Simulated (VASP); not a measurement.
# Li (I4/mmm) in VASP: notebook, part 2 of 2

VASP 6.6.1. Earlier steps stand in the parts before.

## (3) Single point, LDA (strain -0.0600 x Voigt [1, 0, 0, 0, 0, 0], atoms carried along)

File INCAR:

```
SYSTEM = Li
  PREC = Accurate
  ENCUT = 520
  EDIFF = 1E-6
  ISMEAR = 0
  SIGMA = 0.15
  LREAL = .False.
  LASPH = .True.
  NELM = 100
  ALGO = Normal
  ISIF = 2
  LWAVE = .False.
  LCHARG = .False.
  NBANDS = 8
```

File KPOINTS:

```
Automatic mesh
0
Gamma
  20 20 20
  0 0 0
```

File POSCAR:

```
Li
1.0
   -1.6450000000      1.7500000000      1.7500000000
    1.6450000000     -1.7500000000      1.7500000000
    1.6450000000      1.7500000000     -1.7500000000
Li
1
Direct
    0.0000000000      0.0000000000      0.0000000000
```

Potentials or basis: VASP PAW LDA potentials, release 64 (Li_sv).

On the command line:

```
> cat potpaw_LDA.64/Li_sv/POTCAR > POTCAR
> mpirun -np 1 vasp_std > vasp.out
```

OUTCAR:

```text
SYSTEM = Li
   PREC = Accurate
   ENCUT = 520
   EDIFF = 1E-6
   ISMEAR = 0
   LREAL = .False.
   LASPH = .True.
   NELM = 100
   ISIF = 2

 ion  position               nearest neighbor table
   1  0.000  0.000  0.000-

  LATTYP: Found a body centered tetragonal cell.
 ALAT       =     3.5000000000
 C/A-ratio  =     0.9400000000

  Lattice vectors:

 A1 = (  -1.6450000000,   1.7500000000,  -1.7500000000)
 A2 = (  -1.6450000000,  -1.7500000000,   1.7500000000)
 A3 = (   1.6450000000,   1.7500000000,   1.7500000000)

Analysis of symmetry for initial positions (statically):
=====================================================================
 Subroutine PRICEL returns:
 Original cell was already a primitive cell.

 Routine SETGRP: Setting up the symmetry group for a
 body centered tetragonal supercell.

 Subroutine GETGRP returns: Found 16 space group operations
 (whereof 16 operations were pure point group operations)
 out of a pool of 16 trial point group operations.

The static configuration has the point symmetry D_4h.

Analysis of symmetry for dynamics (positions and initial velocities):
=====================================================================
 Subroutine PRICEL returns:
 Original cell was already a primitive cell.

 Routine SETGRP: Setting up the symmetry group for a
 body centered tetragonal supercell.

 Subroutine GETGRP returns: Found 16 space group operations
 (whereof 16 operations were pure point group operations)
 out of a pool of 16 trial point group operations.

The dynamic configuration has the point symmetry D_4h.

 Subroutine INISYM returns: Found 16 space group operations
 (whereof 16 operations are pure point group operations),
 and found     1 'primitive' translations

----------------------------------------------------------------------------------------

                                     Primitive cell

  volume of cell :      20.1513

  direct lattice vectors                    reciprocal lattice vectors
    -1.645000000  1.750000000  1.750000000     0.000000000  0.285714286  0.285714286
     1.645000000 -1.750000000  1.750000000     0.303951368  0.000000000  0.285714286
     1.645000000  1.750000000 -1.750000000     0.303951368  0.285714286  0.000000000

  length of vectors
     2.971704057  2.971704057  2.971704057     0.404061018  0.417155950  0.417155950

  position of ions in fractional coordinates (direct lattice)
     0.000000000  0.000000000  0.000000000

  ion indices of the primitive-cell ions
   primitive index   ion index
                 1           1

----------------------------------------------------------------------------------------

 KPOINTS: Automatic mesh

Automatic generation of k-mesh.
 Grid dimensions read from file:
 generate k-points for:   20   20   20

 Generating k-lattice:

  Cartesian coordinates                     Fractional coordinates (reciprocal lattice)
     0.000000000  0.014285714  0.014285714     0.050000000  0.000000000  0.000000000
     0.015197568  0.000000000  0.014285714     0.000000000  0.050000000 -0.000000000
     0.015197568  0.014285714  0.000000000     0.000000000 -0.000000000  0.050000000

  Length of vectors
     0.020203051  0.020857798  0.020857798

  Shift w.r.t. Gamma in fractional coordinates (k-lattice)
     0.000000000  0.000000000  0.000000000

 Subroutine IBZKPT returns following result:
 ===========================================

 Found    641 irreducible k-points:

 Following reciprocal coordinates:
            Coordinates               Weight
  0.000000  0.000000  0.000000      1.000000
  0.050000  0.000000  0.000000      4.000000
  0.100000  0.000000  0.000000      4.000000
  0.150000  0.000000  0.000000      4.000000
  0.200000  0.000000  0.000000      4.000000
  0.250000  0.000000  0.000000      4.000000
[... 16 lines left out ...]
  0.050000  0.100000  0.000000     16.000000
  0.100000  0.100000  0.000000     16.000000
 [... further k-points ...]
   k-points           NKPTS =    641   k-points in BZ     NKDIM =    641   number of bands    NBANDS=      8
   number of dos      NEDOS =    301   number of ions     NIONS =      1
   total plane-waves  NPLWV =  13824
   dimension x,y,z NGX =    24 NGY =   24 NGZ =   24
   dimension x,y,z NGXF=    48 NGYF=   48 NGZF=   48
   ions per type =               1
   NGX,Y,Z   is equivalent  to a cutoff of  13.43, 13.43, 13.43 a.u.
   NGXF,Y,Z  is equivalent  to a cutoff of  26.85, 26.85, 26.85 a.u.
 SYSTEM =  Li
   PREC   = accura    normal or accurate (medium, high low for compatibility)
   ISTART =      0    job   : 0-new  1-cont  2-samecut
   ICHARG =      2    charge: 1-file 2-atom 10-const
   ISPIN  =      1    spin polarized calculation?
   LNONCOLLINEAR =      F non collinear calculations
   LSORBIT =      F    spin-orbit coupling
   LASPH  =      T    aspherical Exc in radial PAW
   ENCUT  =  520.0 eV  38.22 Ry    6.18 a.u.   5.53  5.53  5.53*2*pi/ulx,y,z
   NELM   =    100;   NELMIN=  2; NELMDL= -5     # of ELM steps
   EDIFF  = 0.1E-05   stopping-criterion for ELM
[... 8 lines left out ...]
   TEBEG  =    0.0;   TEEND  =   0.0 temperature during run
   PSTRESS=    0.0 pullay stress
   NELECT =       3.0000    total number of electrons
   NUPDOWN=      -1.0000    fix difference up-down
   EMIN   =  10.00;   EMAX   =-10.00  energy-range for DOS
   EFERMI =   0.00;   METHOD = LEGACY
   ISMEAR =     0;   SIGMA  =   0.15  broadening in eV -4-tet -1-fermi 0-gaus
   EFERMI_NEDOS =   21; number of points for ismear=-14 and -15
   IALGO  =     38    algorithm
   IMIX   =      4    mixing-type and parameters
     AMIX     =   0.40;   BMIX     =  1.00
     AMIX_MAG =   1.60;   BMIX_MAG =  1.00
  volume/ion in A,a.u.               =      20.15       135.99
  Fermi-wavevector in a.u.,A,eV,Ry     =   0.867657  1.639633 10.242849  0.752828
  Thomas-Fermi vector in A             =   1.986222
   LORBIT       =      0    0 simple, 1 ext, 2 COOP (PROOUT), +10 PAW based schemes
   GGA     = CA    functional components
   LHFCALC =     F    Hartree Fock is set to
   AEXX    =    0.0000 exact exchange contribution
   IVDW    =     0    specifies the selected vdW correction
   LEPSILON=     F    determine dielectric tensor
   LRPA    =     F    only Hartree local field effects (RPA)
 non-spin polarized calculation
 Gauss-broadening in eV      SIGMA  =   0.15
  energy-cutoff  :      520.00
  volume of cell :       20.15
 maximum number of plane-waves:       562
 NGX is ok and might be reduce to    24
   NGX = 11   NGY = 11   NGZ = 11

 number of electron       3.0000002 magnetization

 Free energy of the ion-electron system (eV)
  ---------------------------------------------------
  ext. energy  EPLUGINS =         0.00000000
  ---------------------------------------------------
  free energy    TOTEN  =        -2.04443786 eV

  energy without entropy =       -2.03930667  energy(sigma->0) =       -2.04187226

 E-fermi :   0.6254     XC(G=0):  -7.1588

 val. band max:        0.6204039001   @ k =   0.1000   0.3500   0.0500
 cond. band min:       0.6361947913   @ k =   0.4500  -0.1000   0.1000
 fundamental gap:      0.0157908912
 Fermi energy:         0.6254238376

 k-point     1 :       0.0000    0.0000    0.0000
  band No.  band energies     occupation
      1     -45.0067      2.00000
      2      -2.8849      2.00000
      3      14.8352      0.00000
      4      14.8352      0.00000
      5      15.2830      0.00000
      6      19.0788      0.00000
      7      20.4387      0.00000
      8      20.6084      0.00000

 k-point     2 :       0.0500    0.0000    0.0000
  band No.  band energies     occupation
      1     -45.0061      2.00000
      2      -2.8402      2.00000
      3      14.3992      0.00000
      4      14.8087      0.00000
      5      15.0767      0.00000
      6      18.9566      0.00000
      7      19.8580      0.00000
      8      19.9832      0.00000

 k-point     3 :       0.1000    0.0000    0.0000
  band No.  band energies     occupation
      1     -45.0046      2.00000
      2      -2.7059      2.00000
      3      13.2810      0.00000
      4      14.5735      0.00000
      5      14.7219      0.00000
      6      18.4023      0.00000
      7      19.0394      0.00000
      8      20.0236      0.00000
[... 210 lines left out ...]
 k-point    23 :       0.0500    0.1000    0.0000
  band No.  band energies     occupation
      1     -45.0030      2.00000
      2      -2.5599      2.00000
      3      13.1854      0.00000
      4      13.5099      0.00000
      5      14.2862      0.00000
      6      17.7001      0.00000
      7      18.0296      0.00000
      8      20.1444      0.00000

 k-point    24 :       0.1000    0.1000    0.0000
  band No.  band energies     occupation
      1     -45.0008      2.00000
      2      -2.3358      2.00000
      3      11.8587      0.00000
      4      12.8768      0.00000
      5      13.9439      0.00000
      6      17.3932      0.00000
      7      18.1182      0.00000
      8      20.2075      0.00000

 [... further k-points ...]
[... 5 lines left out ...]
  --------------------------------------------------------------------------------------
  -------------------------------------------------------------------------------------
  Total       -0.1007798     -0.1185519     -0.1185519      0.0000000      0.0000000     -0.0000000
  in kB       -8.0127625     -9.4257741     -9.4257741      0.0000000      0.0000000     -0.0000000
  external PRESSURE =      -8.9547702 kB  Pullay stress =       0.0000000 kB

 VOLUME and BASIS-vectors are now :
 -----------------------------------------------------------------------------
  energy-cutoff  :      520.00
  volume of cell :       20.15
      direct lattice vectors                 reciprocal lattice vectors
    -1.645000000  1.750000000  1.750000000     0.000000000  0.285714286  0.285714286
     1.645000000 -1.750000000  1.750000000     0.303951368  0.000000000  0.285714286
     1.645000000  1.750000000 -1.750000000     0.303951368  0.285714286  0.000000000

 POSITION                                       TOTAL-FORCE (eV/Angst)
 -----------------------------------------------------------------------------------
      0.00000      0.00000      0.00000        -0.000000      0.000000      0.000000
 -----------------------------------------------------------------------------------
    total drift:                                0.000000      0.000000     -0.000000

  FREE ENERGIE OF THE ION-ELECTRON SYSTEM (eV)
  ---------------------------------------------------
  free  energy   TOTEN  =        -2.0444378592 eV

  energy  without entropy=       -2.0393066704  energy(sigma->0) =       -2.04187226
```

OSZICAR:

```text
N       E                     dE             d eps       ncg     rms          rms(c)
DAV:   1    -0.241625361119E+00   -0.24163E+00   -0.70319E+02 10384   0.254E+02
DAV:   2    -0.202203192922E+01   -0.17804E+01   -0.17328E+01 15016   0.344E+01
DAV:   3    -0.204556131526E+01   -0.23529E-01   -0.23507E-01 11504   0.316E+00
DAV:   4    -0.204590194343E+01   -0.34063E-03   -0.34062E-03 15376   0.306E-01
DAV:   5    -0.204590322334E+01   -0.12799E-05   -0.12800E-05 11968   0.135E-02    0.217E-01
DAV:   6    -0.204491889526E+01    0.98433E-03   -0.39344E-04 16576   0.788E-02    0.122E-01
DAV:   7    -0.204443574926E+01    0.48315E-03   -0.86753E-04 16408   0.120E-01    0.295E-02
DAV:   8    -0.204443767278E+01   -0.19235E-05   -0.12848E-05 11128   0.301E-02    0.130E-03
DAV:   9    -0.204443785917E+01   -0.18639E-06   -0.47116E-07 10072   0.580E-03
   1 F= -.20444379E+01 E0= -.20418723E+01  d E =-.513119E-02
```

Wall time 25 s (1 thread of Intel Xeon Platinum 8488C (Sapphire Rapids), shared host); peak memory 0.18 GiB.

Results:

```
Free energy            : -2.0444 eV
Band gap on the k mesh : none (metal or under the smearing width)
```

Caveat: the cutoff is under 1.25 times the usual one of these potentials, so pressure, stress and relaxed cells hold a basis-set (Pulay) error.

## (4) Single point, LDA (strain +0.0300 x Voigt [1, 0, 0, 0, 0, 0], atoms carried along)

File INCAR:

```
PREC = Accurate
ENCUT = 520
EDIFF = 1E-7
ISMEAR = 0
SIGMA = 0.15
LREAL = F
LASPH = T
NELM = 100
ALGO = Fast
ISIF = 2
LWAVE = F
LCHARG = F
GGA = CA
NBANDS = 8
```

File KPOINTS:

```
Automatic mesh
0
Gamma
  20 20 20
```

File POSCAR:

```
Li
1.0
   -1.8025000000      1.7500000000      1.7500000000
    1.8025000000     -1.7500000000      1.7500000000
    1.8025000000      1.7500000000     -1.7500000000
Li
1
Direct
    0.0000000000      0.0000000000      0.0000000000
```

On the command line:

```
> cat potpaw_LDA.64/Li_sv/POTCAR > POTCAR
> mpirun -np 1 vasp_std > vasp.out
```

It took 45 s on 1 thread of Intel Xeon Platinum 8488C (Sapphire Rapids), shared host; peak memory 0.19 GiB.

The run converged. Its results:

- Free energy: -2.0291 eV
- Band gap on the k mesh: none (metal or under the smearing width)

Levels at points of the mesh, in eV from the Fermi level:
```tsv
k point	band 1	band 2	band 3	band 4	band 5
(0.00, 0.00, 0.00)	-45.80	-3.40	13.38	13.51	13.51
(0.50, 0.00, 0.00)	-45.78	0.32	3.12	9.35	10.71
(0.00, 0.50, 0.00)	-45.78	0.20	2.95	9.71	11.21
(0.50, 0.50, 0.50)	-45.77	4.73	5.33	5.33	7.25
```

Caveat: the cutoff is under 1.25 times the usual one of these potentials, so pressure, stress and relaxed cells hold a basis-set (Pulay) error.

## (5) Summary

| cell | gap on the mesh (eV) |
| --- | --- |
| strain -0.0300 x Voigt [1, 0, 0, 0, 0, 0], atoms carried along | none |
| strain -0.0600 x Voigt [1, 0, 0, 0, 0, 0], atoms carried along | none |
| strain +0.0300 x Voigt [1, 0, 0, 0, 0, 0], atoms carried along | none |

Alike in all rows: task single point; level LDA; potentials or basis VASP PAW LDA potentials, release 64 (Li_sv); no spin polarisation; k mesh 20 × 20 × 20; cutoff (eV) 520; smearing gaussian 0.15 eV.

Caveats: the cutoff is under 1.25 times the usual one of these potentials, so pressure, stress and relaxed cells hold a basis-set (Pulay) error.

Absolute energies hang on the potentials; compare differences alone.
